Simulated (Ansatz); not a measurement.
# MgS/LiCl: band offsets and transmission through a thin layer, part 2 of 4

Is the second crystal in MgS/LiCl a barrier for electrons, for holes, or both? The lead is MgS rock salt(001) and the layer set into it LiCl rock salt(001), on a common net of side 3.642 Å (-1.5 % and +0.0 % against typed lattice constants near PBE's). Layer spacings come from each crystal relaxed along the normal on that net, and the joins take the mean spacing. The first steps treat the bulk crystals alone. r2SCAN has lattice constants of its own, so the true strain differs.

Ansatz 0.2.0; r2SCAN DFT, plane waves, PAW files (the session's first sound run).

So far. Step 3 (Band edges, strain 0.0001, crystal LiCl rock salt(001)): The searched edges give 7.22 eV, as on the mesh.

## 4. Relaxing along the normal, strain -0.0152, crystal MgS rock salt(001)

System of this step: MgS. The structure is tetragonal, space group I4/mmm (No. 139). The conventional cell has a = 3.642 Å, b = 3.642 Å, c = 5.286 Å, α = 90.00°, β = 90.00°, γ = 90.00°. Nearest to S lie 6 Mg at 2.58 to 2.64 Å. Nearest to Mg lie 6 S at 2.58 to 2.64 Å. Farther neighbours and most contacts between anions are not listed.

The crystal is held to the common net and relaxed along the normal.

Contents of input.yaml:

```yaml
crystal:
  lattice:
    - [3.642, 0.0, 0.0]
    - [0.0, 3.642, 0.0]
    - [0.0, 0.0, 5.2856039441]
  atoms:
    - { symbol: S, position: [0.0, 0.0, 0.0] }
    - { symbol: Mg, position: [0.5, 0.5, 0.0] }
    - { symbol: S, position: [0.5, 0.5, 0.5] }
    - { symbol: Mg, position: [0.0, 0.0, 0.5] }
kpoints:
  mp_grid: { grid: [6, 6, 4] }
scf:
  occupations: { method: fixed }
  max_iter: 120
hamiltonian:
  xc: r2scan
output: {}
relax:
  f_tol: 0.01
  max_steps: 40
  cell: { fix: [a, b, angles] }
```

Command:

```
ansatz run input.yaml --threads 4 --pin off --max-ram 8192MiB --backend cpu --events-out ev --progress --plain --runs-dir out
```

Numbers of over 12 decimals in the logs are rounded to 6 here.

Log:

```text
[...]
Crystal: 4 atoms, lattice volume = 70.109 Å³
Basis set: ecut = 500 eV, 1803 PW (Γ), exchange–correlation on 108×108×160 points (64 copies of the dense FFT grid, shifted against one another)
Bands: 20, of which v1, the nominal top of the filled ones, is band 16 counted from 1 (15 counted from 0)
Symmetry: 32 space group operations
[...]
k-points: 30 of 144
[...]
SCF iter   1: F=—  HF=-5671.045220 eV  |F-HF|=—  |Δ(HF+E_count)|=         —  Δρ=6.87e-3  dr2=1.26e-2  dr2_τ=1.51e-2  ethr=1.77e-3  ⟨swp⟩=4.5  Hψ=2737  notcnv=0  defer=51
[...]
SCF iter   6: F=-5671.139863 eV  HF=-5671.139863 eV  |F-HF|=4.72e-9  |Δ(HF+E_count)|=   6.22e-8  Δρ=2.99e-6  dr2=5.55e-9  dr2_τ=1.81e-10  ethr=3.13e-10  ⟨swp⟩=4.0  Hψ=1920  notcnv=0
SCF 1 converged in 6 iterations: F = -5671.139863 eV  dr2 = 5.55e-9
[...]
relax step   1: F+E_penalty+E_count = -5671.13986255 eV  Δ(F+E_penalty+E_count) = +0.000e0 eV  max|allowed force component| = 4.782e-30 eV/Å  Δτ_max = 0.0000 Å  P = +0.486 GPa  Ω = 70.109 Å³  fix = [a, b, alpha, beta, gamma]  reactions: a +1.412, b +1.412 GPa  (6 SCF iters, dr2 threshold 1.00e-7 eV, accepted)
Crystal: 4 atoms, lattice volume = 69.687 Å³
[...]
SCF iter   4: F=-5671.142473 eV  HF=-5671.142473 eV  |F-HF|=6.35e-8  |Δ(HF+E_count)|=   3.57e-7  Δρ=1.71e-5  dr2=1.09e-7  dr2_τ=2.55e-9  ethr=1.25e-9  ⟨swp⟩=4.7  Hψ=2001  notcnv=0
SCF 2 converged in 4 iterations: F = -5671.142473 eV  dr2 = 1.09e-7
relax step   2: F+E_penalty+E_count = -5671.14247286 eV  Δ(F+E_penalty+E_count) = -2.610e-3 eV  max|allowed force component| = 4.647e-30 eV/Å  Δτ_max = 0.0000 Å  P = +0.938 GPa  Ω = 69.687 Å³  energy of the carried Pulay correction = +7.490e-5 eV  fix = [a, b, alpha, beta, gamma]  reactions: a +1.681, b +1.681 GPa  (4 SCF iters, dr2 threshold 4.00e-7 eV, accepted)
Crystal: 4 atoms, lattice volume = 69.405 Å³
Basis set: ecut = 500 eV, 1779 PW (Γ), exchange–correlation on 108×108×160 points (64 copies of the dense FFT grid, shifted against one another)
[...]
SCF iter   4: F=-5671.142981 eV  HF=-5671.142981 eV  |F-HF|=3.03e-8  |Δ(HF+E_count)|=   1.66e-7  Δρ=1.20e-5  dr2=5.40e-8  dr2_τ=1.20e-9  ethr=1.25e-9  ⟨swp⟩=4.1  Hψ=1925  notcnv=0
SCF 3 converged in 4 iterations: F = -5671.142981 eV  dr2 = 5.40e-8
relax step   3: F+E_penalty+E_count = -5671.14298060 eV  Δ(F+E_penalty+E_count) = -5.077e-4 eV  max|allowed force component| = 6.853e-30 eV/Å  Δτ_max = 0.0000 Å  P = +1.254 GPa  Ω = 69.405 Å³  energy of the carried Pulay correction = +1.254e-4 eV  fix = [a, b, alpha, beta, gamma]  reactions: a +1.864, b +1.864 GPa  (4 SCF iters, dr2 threshold 4.00e-7 eV, accepted)
[...]
SCF iter   4: F=-5671.142850 eV  HF=-5671.142850 eV  |F-HF|=1.00e-11  |Δ(HF+E_count)|=  6.76e-10  Δρ=1.59e-7  dr2=1.56e-11  dr2_τ=9.71e-13  ethr=1.00e-12  ⟨swp⟩=3.6  Hψ=2547  notcnv=0
SCF 4 converged in 4 iterations: F = -5671.142850 eV  dr2 = 1.56e-11
relax step   4: F+E_penalty+E_count = -5671.14285035 eV  Δ(F+E_penalty+E_count) = +1.303e-4 eV  max|allowed force component| = 8.154e-30 eV/Å  Δτ_max = 0.0000 Å  P = +1.255 GPa  Ω = 69.405 Å³  fix = [a, b, alpha, beta, gamma]  reactions: a +1.865, b +1.865 GPa  stress off target by 3.53e-2 GPa on what of the cell is left free  SCF on the basis re-selected at this cell (its energy is not comparable with the rows above)  (4 SCF iters)
[...]
SCF converged after 4 iterations
Free energy (F): -5671.142850 eV
[...]
Internal energy: -5671.142850 eV  (E = F + TS)
E sigma→0 (E₀):  -5671.142850 eV
Fermi energy:    6.375015 eV
[...]
--- Stress (GPa, compression-positive) ---
        1.864646       0.000000       0.000000
        0.000000       1.864646       0.000000
        0.000000       0.000000       0.035258
  P = ⅓ Tr σ = 1.2548 GPa (12.548 kbar)
--- Relaxed structure (3 steps of the walk, 3 accepted, 1 SCFs on fresh bases) ---
[...]
cell:  # Å, volume = 69.4050 Å³
    - [3.642, 0, 0.0]
    - [0, 3.642, 0.0]
    - [0.0, 0.0, 5.232519]
  atoms:
    - { symbol: S, position: [0, 0, 0] }
    - { symbol: Mg, position: [0.5, 0.5, 0] }
    - { symbol: S, position: [0.5, 0.5, 0.500000] }
    - { symbol: Mg, position: [0, 0, 0.500000] }
```

Run time: 4.2 s. Hardware: 4 threads of Arm Neoverse V2, shared host; peak memory 0.48 GiB.

Step by step:

```csv
step,energy less that of the first step (eV),largest force component (eV/Å),pressure (GPa),volume (Å³)
1,0.0000,0.0000,0.49,70.11
2,-0.0026,0.0000,0.94,69.69
3,-0.0031,0.0000,1.25,69.40
4*,-0.0030,0.0000,1.25,69.40
```

Relaxation steps marked * repeat the geometry before them on a plane-wave basis chosen anew for their cell, so energy and pressure can jump there.

The run keeps the 32 symmetry operations that it works with, so distortions that break them were not tested.

```csv
"conventional cell, symmetrised",before,after,change
a (Å),3.642,3.642,+0.0 %
b (Å),3.642,3.642,+0.0 %
c (Å),5.286,5.233,-1.0 %
volume (Å³/atom),17.53,17.35,-1.0 %
```

Final coordinates:

```xyz
4
Lattice="3.6420 0.0000 0.0000 0.0000 3.6420 0.0000 0.0000 0.0000 5.2325" Properties=species:S:1:pos:R:3 pbc="T T T"
S     0.0000    0.0000    0.0000
Mg    1.8210    1.8210    0.0000
S     1.8210    1.8210    2.6163
Mg    0.0000    0.0000    2.6163
```

Numbers from this step:

```
free energy  : -5671.1429 eV
Fermi energy : 6.375 eV
pressure     : 1.255 GPa
```

The cell shrank by 1.0 % in volume.

## 5. The bulk crystal and its band edges, strain -0.0152, crystal MgS rock salt(001)

The band edges of the next crystal.

Contents of input.yaml:

```yaml
crystal:
  lattice:
    - [3.642, 0.0, 0.0]
    - [0.0, 3.642, 0.0]
    - [0.0, 0.0, 5.2325192978]
  atoms:
    - { symbol: S, position: [0.0, 0.0, 0.0] }
    - { symbol: Mg, position: [0.5, 0.5, 0.0] }
    - { symbol: S, position: [0.5, 0.5, 0.5] }
    - { symbol: Mg, position: [0.0, 0.0, 0.5] }
kpoints:
  mp_grid: { grid: [8, 8, 6] }
  band_path: { path: [VBM, CBM], npoints: 24 }
scf:
  occupations: { method: fixed }
  max_iter: 120
hamiltonian:
  xc: r2scan
output:
  eigenvalues: true
checkpoint:
  write: MgS.run
  compress: false
  write_wavefunctions: false
```

Log:

```text
[...]
Crystal: 4 atoms, lattice volume = 69.405 Å³
Basis set: ecut = 500 eV, 1779 PW (Γ), exchange–correlation on 108×108×160 points (64 copies of the dense FFT grid, shifted against one another)
Bands: 20, of which v1, the nominal top of the filled ones, is band 16 counted from 1 (15 counted from 0)
Symmetry: 32 space group operations
[...]
k-points: 60 of 384
[...]
SCF iter   1: F=—  HF=-5671.047142 eV  |F-HF|=—  |Δ(HF+E_count)|=         —  Δρ=6.89e-3  dr2=1.24e-2  dr2_τ=1.56e-2  ethr=1.77e-3  ⟨swp⟩=4.5  Hψ=5469  notcnv=0  defer=104
[...]
SCF iter   6: F=-5671.144347 eV  HF=-5671.144347 eV  |F-HF|=6.12e-9  |Δ(HF+E_count)|=   5.93e-8  Δρ=3.34e-6  dr2=7.39e-9  dr2_τ=2.37e-10  ethr=3.13e-10  ⟨swp⟩=5.0  Hψ=4120  notcnv=0
SCF 1 converged in 6 iterations: F = -5671.144347 eV  dr2 = 7.39e-9
[...]
SCF converged after 6 iterations
Free energy (F): -5671.144347 eV
[...]
Internal energy: -5671.144347 eV  (E = F + TS)
E sigma→0 (E₀):  -5671.144347 eV
Fermi energy:    6.374376 eV
[...]
--- Band table (eV; the first three rows and the last of 60) ---
  k-point 0: bands = [... 12 lower, 4.6198, 6.3078, 6.3078, 6.3744, 9.8878, 11.0957, 11.2279, 14.6894]
  k-point 1: bands = [... 12 lower, 4.7070, 5.8842, 6.1553, 6.1553, 10.1661, 11.3687, 11.6589, 14.2347]
  k-point 2: bands = [... 12 lower, 4.9583, 4.9583, 5.7800, 5.7800, 10.9601, 11.7859, 12.6236, 13.3316]
  k-point 59: bands = [... 12 lower, 2.9609, 2.9609, 4.0180, 4.0180, 12.2126, 12.2126, 14.8589, 14.8589]
```

It took 4.7 s on 4 threads; peak memory 0.47 GiB; 17 s of CPU time.

Numbers from this step:

* free energy: -5671.1443 eV
* Fermi energy: 6.374 eV
* gap on the k-mesh: 3.422 eV
* gap on path: 3.422 eV, by band count; negative where bands overlap
* edge places on path: 0, 1.220 1/A along the path

Electronic bands along the path, in eV, zero at the Fermi level (highest filled level under fixed occupations); v1 is the highest filled band, c1 the lowest empty one:

```csv
point,v4,v3,v2,v1,c1,c2,c3,c4
VBM,-1.75,-0.07,-0.07,0.00,3.51,4.72,4.85,8.31
halfway,-2.63,-2.47,-1.13,-1.01,5.76,5.98,6.09,8.58
CBM,-1.90,-1.90,-1.76,-1.76,3.42,3.42,4.80,4.80
```

The electronic bands as a text plot (rows in eV, shown from -4.4 to 4.8 only; labels by their first letter):

```
    4.6 |+++          ++                     +++++++            +
    4.2 |           ++                          +++++++
    3.8 |      +++++                                +++++++
    3.5 |++++++                                          ++++++++
    3.1 |
    2.7 |
    2.3 |
    1.9 |
    1.5 |
    1.2 |
    0.8 |
    0.4 |
    0.0 |***********
   -0.4 |   *****************
   -0.8 |           **     *********
   -1.1 |             *****       ***********
   -1.5 |                  **            ******************
   -1.9 |*************       **                     *************
   -2.3 |           ***********************************
   -2.7 |               *******     **       *****
   -3.1 |                      *****  *******
   -3.4 |                         *******  *****
   -3.8 |                  *******       ***********
   -4.2 |******************                     *****************
         V                                                      C
```

The searched edges give 3.42 eV, as on the mesh.

## 6. T(E) of the stack, stack MgS 7 / LiCl 2, barrier thickness 5.12 Å

This step: r2SCAN DFT, plane waves, PAW files; ballistic transmission by layer matching, the first crystal as both leads (Ansatz 0.2.0).

System of this step: MgS (7) / LiCl (2). The cell holds 18 atoms: 7 S, 7 Mg, 2 Cl and 2 Li. Its edges and angles: a = 3.642 Å, b = 3.642 Å, c = 23.538 Å, α = 85.6°, β = 85.6°, γ = 90.0°. Regions: 0: MgS, 14 atoms (7 S and 7 Mg); 1: LiCl, 4 atoms (2 Cl and 2 Li). The structure's axis is c.

The layer is set into the first crystal, whose middle serves as both leads. T(E) is solved over a window about the lead's gap, at the wavevectors (0, 0) and (0.5, 0.5).

Contents of input.yaml:

```yaml
crystal:
  lattice:
    - [3.642, 0.0, 0.0]
    - [0.0, 3.642, 0.0]
    - [1.821, 1.821, 23.3965811957]
  atoms:
    - { symbol: S, position: [0.0, 0.0, 0.0] }
    - { symbol: Mg, position: [0.5, 0.5, 0.0] }
    - { symbol: S, position: [0.4440888473, 0.4440888473, 0.1118223054] }
    - { symbol: Mg, position: [-0.0559111527, -0.0559111527, 0.1118223054] }
    - { symbol: S, position: [-0.1118223054, -0.1118223054, 0.2236446109] }
    - { symbol: Mg, position: [0.3881776946, 0.3881776946, 0.2236446109] }
    - { symbol: S, position: [0.3322665418, 0.3322665418, 0.3354669163] }
    - { symbol: Mg, position: [-0.1677334582, -0.1677334582, 0.3354669163] }
    - { symbol: S, position: [-0.2236446109, -0.2236446109, 0.4472892218] }
    - { symbol: Mg, position: [0.2763553891, 0.2763553891, 0.4472892218] }
    - { symbol: S, position: [0.2204442364, 0.2204442364, 0.5591115272] }
    - { symbol: Mg, position: [-0.2795557636, -0.2795557636, 0.5591115272] }
    - { symbol: S, position: [-0.3354669163, -0.3354669163, 0.6709338327] }
    - { symbol: Mg, position: [0.1645330837, 0.1645330837, 0.6709338327] }
    - { symbol: Cl, position: [0.1094220246, 0.1094220246, 0.7811559509] }
    - { symbol: Li, position: [-0.3905779754, -0.3905779754, 0.7811559509] }
    - { symbol: Cl, position: [-0.4448889409, -0.4448889409, 0.8897778818] }
    - { symbol: Li, position: [0.0551110591, 0.0551110591, 0.8897778818] }
kpoints:
  mp_grid: { grid: [8, 8, 1] }
scf:
  occupations: { method: fixed }
  max_iter: 120
hamiltonian:
  xc: r2scan
output:
  eigenvalues: true
  transmission:
    leads: [[6, 8]]
    kpoints: [[0.0, 0.0], [0.5, 0.5]]
    e_range: [-1.5, 5.4]
    de: 0.09
  write_potential: true
  write_density: true
  volumetric_format: npy
```

Log:

```text
Warning: crystal.symmetry: narrowed to the stabiliser of the k-point mesh — unitary ops 16 → 4; excluded 12 operations that carry a point of the 8×8×1 mesh (shift [0, 0, 0]) off the mesh (the run samples exactly the mesh kpoints.mp_grid names, as under crystal.symmetry.detect: false, and its converged state has the mesh's symmetry, not the crystal's; ε∞, the Born charges and the force constants of a linear response (`dielectric:` by the response, `phonons.method: dfpt`) are averaged over those of the crystal's operations that the state keeps within a tolerance, where `mesh_tensors`, `unaveraged_element` or `gamma_mean_max_change_ev_ang2` stands beside them; [rest of the remark cut]
[...]
Crystal: 18 atoms, lattice volume = 310.336 Å³
Basis set: ecut = 500 eV, 7889 PW (Γ), exchange–correlation on 108×108×720 points (64 copies of the dense FFT grid, shifted against one another)
Bands: 84, of which v1, the nominal top of the filled ones, is band 66 counted from 1 (65 counted from 0)
Symmetry: 4 space group operations
k-points: 21 of 64
[...]
SCF iter   1: F=—  HF=-22434.023508 eV  |F-HF|=—  |Δ(HF+E_count)|=         —  Δρ=6.39e-3  dr2=5.31e-2  dr2_τ=5.84e-2  ethr=1.77e-3  ⟨swp⟩=4.3  Hψ=5689  notcnv=0  defer=291
[...]
SCF iter   7: F=-22434.401644 eV  HF=-22434.401644 eV  |F-HF|=7.24e-9  |Δ(HF+E_count)|=   2.75e-8  Δρ=1.73e-6  dr2=2.03e-8  dr2_τ=4.07e-10  ethr=7.58e-11  ⟨swp⟩=18.3  Hψ=9388  notcnv=0
SCF 1 converged in 7 iterations: F = -22434.401644 eV  dr2 = 2.03e-8
[...]
transmission: 12 of 68 steps passed
transmission: 20 of 68 steps passed
[...]
transmission: 68 of 68 steps passed
SCF converged after 7 iterations
Free energy (F): -22434.401644 eV
[...]
Internal energy: -22434.401644 eV  (E = F + TS)
E sigma→0 (E₀):  -22434.401644 eV
Fermi energy:    5.732176 eV
[...]
--- Band table (eV; the first three rows and the last of 21) ---
  k-point 0: bands = [... 62 lower, 5.5092, 5.6643, 5.7322, 5.7322, 9.5302, 9.9251, 10.3410, 10.7369, ... 14 higher]
  k-point 1: bands = [... 62 lower, 5.5132, 5.5305, 5.6657, 5.7175, 9.9453, 10.3011, 10.7719, 11.1269, ... 14 higher]
  k-point 2: bands = [... 62 lower, 5.3320, 5.3780, 5.4992, 5.6499, 10.5838, 10.8752, 11.2418, 11.4234, ... 14 higher]
  k-point 20: bands = [... 62 lower, 3.8582, 4.0182, 4.1735, 4.2309, 9.3657, 9.5759, 9.7026, 10.2775, ... 14 higher]
--- Transmission ---
  basis      : 137 plane waves across, 34 finite elements along
  points     : 2, as listed
  energies   : 77 from -1.500000 to 5.340000 eV about the Fermi level, 0.090000 eV apart; the leads are filled to 1.816765 eV, and channels, transmission and decay are at 1.830000 eV
  crystal 0  : S1Mg1, at the sites [6, 8], period 2.6163 Å, over 18.31 Å; its Hamiltonian steps by up to 1.0 meV
    offset         : up to 0.0000 Å between an atom of the period and one for which it stands
    channels       : 0.000000e0 a spin
    conductance    : none, the energies end too early or step too widely for 300 K: set another output.transmission.e_range or a lower de, or, where they end at an eighth of basis.ecutwfc, a higher one
    slowest decay  : 0.2672 /Å at (0.0000, 0.0000)
  junction   : crystal 0 to crystal 0, 8.46 to 29.24 Å
    transmission   : 0.000000e0 a spin
[...]
```

Run time: 24 s. Hardware: 4 threads; peak memory 1.7 GiB; 93 s of CPU time.

This step gave:

```yaml
free_energy: -22434.4016 eV
fermi_energy: 5.732 eV
gap_on_the_k_mesh: 3.634 eV
potential_step_in_the_lower_lead: 1 meV
slowest_decay_in_the_lead_at_its_filling_level: 0.2672 Å⁻¹
```

One spin. The transmission, mean over the listed wavevectors by energy, zero at the highest filled level on the SCF mesh:

```csv
energy (eV),"transmission, mean over the listed wavevectors"
-1.5000,0.0235
-1.2300,0.0228
-0.9600,0.0205
-0.7800,0.0183
-0.5100,0.0142
-0.2400,0.00921
0.0300,0.00288
0.2100,0
0.4800,0
0.7500,0
1.0200,0
1.2900,0
1.4700,0
1.7400,0
2.0100,0
2.2800,0
2.4600,0
2.7300,0
3.0000,0
3.2700,0
3.5400,0
3.7200,0.00437
3.9900,0.00709
4.2600,0.00998
4.5300,0.0205
4.7100,0.146
4.9800,0.514
5.2500,0.555
```

Lower lead, k parallel (0, 0); values up to 1.5 1/Å, a degenerate pair printed once or twice; energies at which all values exceed this have no row. Im kz of the slowest decaying states against energy, zero at the highest filled level on the SCF mesh:

```csv
energy (eV),decay 1 (Å⁻¹),decay 2 (Å⁻¹),decay 3 (Å⁻¹),decay 4 (Å⁻¹)
-1.500,0.796,1.32,-,-
-0.960,0.758,1.26,-,-
-0.510,0.723,1.22,-,-
0.030,0.679,1.16,-,-
0.480,0.148,0.296,0.639,1.11
1.020,0.221,0.417,0.587,1.04
1.470,0.253,0.475,0.538,0.980
2.010,0.272,0.471,0.519,0.904
2.460,0.276,0.404,0.542,0.834
3.000,0.268,0.302,0.557,0.742
3.540,0.130,0.244,0.563,0.636
3.990,0.211,0.530,0.560,1.43
4.530,0.139,0.363,0.550,1.38
4.980,0.0730,0.537,1.34,-
```

Lower lead, k parallel (0, 0). The Re kz of states that move upwards by energy, zero at the highest filled level on the SCF mesh:

```csv
energy (eV),channel 1 (Å⁻¹),channel 2 (Å⁻¹),channel 3 (Å⁻¹)
-1.50,-0.976,-0.976,-0.424
-1.23,-0.776,-0.776,-0.375
-1.05,-0.678,-0.678,-0.342
-0.78,-0.550,-0.550,-0.291
-0.60,-0.469,-0.469,-0.255
-0.33,-0.344,-0.344,-0.197
-0.06,-0.190,-0.190,-0.125
0.03,-0.111,-0.111,-0.0923
0.12,-0.0426,-,-
0.39,-,-,-
0.66,-,-,-
0.84,-,-,-
1.11,-,-,-
1.29,-,-,-
1.56,-,-,-
1.83,-,-,-
2.01,-,-,-
2.28,-,-,-
2.55,-,-,-
2.73,-,-,-
3.00,-,-,-
3.18,-,-,-
3.45,-,-,-
3.72,-1.11,-,-
3.90,-1.01,-,-
4.17,-0.928,-,-
4.44,-0.862,-,-
4.62,-0.823,-,-
4.89,-0.770,0.0386,-
5.07,-1.06,-0.737,0.115
5.34,-0.889,-0.690,0.182
```

Lower lead, k parallel (0.5, 0.5); values up to 1.5 1/Å, a degenerate pair printed once or twice; energies at which all values exceed this have no row. The Im kz of the slowest decaying states by energy, zero at the highest filled level on the SCF mesh:

```csv
energy (eV),decay 1 (Å⁻¹),decay 2 (Å⁻¹),decay 3 (Å⁻¹)
-1.50,0.145,0.179,-
-1.32,0.220,0.228,0.228
-1.14,0.264,0.265,-
-0.96,0.292,0.296,-
-0.78,0.314,0.319,-
-0.60,0.333,0.336,-
-0.42,0.348,0.349,-
-0.24,0.358,0.361,-
-0.06,0.365,0.371,-
0.03,0.367,0.375,-
0.12,0.369,0.379,-
0.39,0.372,0.389,-
0.57,0.371,0.393,-
0.75,0.369,0.396,-
0.93,0.366,0.397,-
1.11,0.361,0.398,-
1.29,0.355,0.397,-
1.47,0.347,0.395,-
1.65,0.338,0.393,-
1.83,0.327,0.389,-
2.01,0.314,0.384,-
2.19,0.300,0.378,-
2.37,0.284,0.371,-
2.55,0.266,0.363,-
2.73,0.244,0.354,-
2.91,0.219,0.344,-
3.09,0.189,0.333,-
3.27,0.151,0.320,-
3.45,0.0961,0.306,-
3.72,0.281,-,-
3.90,0.263,-,-
4.08,0.241,-,-
4.26,0.217,-,-
4.44,0.188,-,-
4.62,0.152,-,-
4.80,0.103,-,-
4.98,-,-,-
5.16,-,-,-
5.34,-,-,-
```

At the listed wavevectors the lead's channels close after +0.12 eV and open again at +3.63 eV (grid energies). Its valence band reaches above the zero since the cell's top filled level lies under the lead's edge, as confinement in a finite cell can make it. At +3.83 eV, 0.2 eV over the upper of these grid energies, the mean transmission is 0.0056, and at -0.08 eV it is 0.0056. In the worse lead the potential repeats within 1 meV, which the program lets pass.

(Part 2 of 4 ends here.)

[Logs are printed without paths, hosts, clocks, repeated set-up lines and the standing remarks that a program may print on its own settings, such as how far it seeks lower states.]

[Hosts, paths, dates, database ids (printed as entryN), source tags and the programs' standing remarks are cut or masked in the printed files.]
